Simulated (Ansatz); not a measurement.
# Γ-surface in C

The calculation used DFT LDA, scalar-relativistic, plane waves, PAW in Ansatz. The runs took a 420 eV cutoff, a Γ-centred 12×12×3 mesh and Gaussian smearing (0.05 eV). No spin polarisation. Energies are free energies at this smearing, counted from the undisturbed cell; pressure is positive in compression.

Zero of the scan (relaxed at this level):

```
CELL_PARAMETERS angstrom
-1.22251 -2.11745 0.00000
1.22251 -2.11745 0.00000
0.00000 0.00000 9.91799
ATOMIC_POSITIONS crystal
C 0.00000 0.00000 0.83322
C 0.33333 0.33333 0.16655
C 0.66667 0.66667 0.49989
C 0.00000 0.00000 0.50008
C 0.33333 0.33333 0.83341
C 0.66667 0.66667 0.16675
```

The cell holds layers and no dispersion correction was added, so their binding is poorly described.

Vector c is tilted by p·a + q·b with the atoms' Cartesian places fixed: one unrelaxed fault a cell on a (0 0 1) plane of area 5.18 Å². Points are written (p, q).

Energy above the undisturbed cell in mJ/m² (a dash: not computed):

```
p \ q  0.000  0.167  0.333  0.500  0.667  0.833
0.000      0     11     34     47     34     11
0.167     11     15     21     21     15     11
0.333     34     21     19     21     34     42
0.500     47     21     21     47     76     76
0.667     34     15     34     76     98     76
0.833     11     11     42     76     76     42
```

Gap on the k-mesh in eV:

| p \ q | 0.000 | 0.167 | 0.333 | 0.500 | 0.667 | 0.833 |
| --- | --- | --- | --- | --- | --- | --- |
| 0.000 | 0.72 | 0.49 | 0.27 | 0.16 | 0.27 | 0.49 |
| 0.167 | 0.49 | 0.42 | 0.20 | 0.20 | 0.42 | 0.49 |
| 0.333 | 0.27 | 0.20 | 0.02 | 0.20 | 0.27 | 0.28 |
| 0.500 | 0.16 | 0.20 | 0.20 | 0.16 | 0.12 | 0.12 |
| 0.667 | 0.27 | 0.42 | 0.27 | 0.12 | 0.01 | 0.12 |
| 0.833 | 0.49 | 0.49 | 0.28 | 0.12 | 0.12 | 0.28 |

Cost: 10 runs of about 2.8 core-minutes in all, on Intel Xeon Processor @ 2.50GHz (Skylake/Cascade Lake) (shared hosts).